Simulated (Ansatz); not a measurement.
MnS:

```
Mn S
1.0
     0.00000    2.47346    2.47346
     2.47346    0.00000    2.47346
     2.47346    2.47346    0.00000
Mn S
1 1
Direct
  0.00000 0.00000 0.00000
  0.75000 0.75000 0.75000
```

The cell is a database's computed one.

Base run:

- Program: Ansatz 0.2.0
- Functional: r2SCAN
- Potentials or basis: Ansatz PAW
- Cutoff: 500 eV (not typed: the program's choice for these potentials)
- k mesh: 9 × 9 × 9
- Occupations: fermi-dirac, width 0.05 eV
- Spin: collinear spin, ferromagnetic start
- Starting moments: [4.0, 0.0] μB
- Hubbard terms: Mn d U = 8 eV

Its results: band gap on the k mesh 0.40 eV, indirect (least direct gap 2.53 eV); pressure 75.3 GPa; net moment 5.00 μB per cell; site moments Mn +4.11; S +0.07 μB.

The run is repeated on the same cell with these changes: hubbard terms from Mn d U = 8 eV to Mn d U = 1 eV. What comes out?

Band gap on the k mesh none (metal or under the smearing width); pressure 43.8 GPa; net moment 4.19 μB per cell; site moments Mn +3.50; S +0.06 μB.

Caveats: the magnetic or orbital state may not be the lowest; a pressure of tens of GPa on the cell as given is suspect, and the run, the potentials or the cell itself is likely at fault; a cell with one magnetic atom can't hold antiferromagnetic order, which such compounds often take; the PAW data sets come from PBE, with cores solved anew for the run's functional, which leaves a small shift of forces and pressure; the k mesh misses the band edges, so the gap on the mesh is wider than the one along the path (some runs).
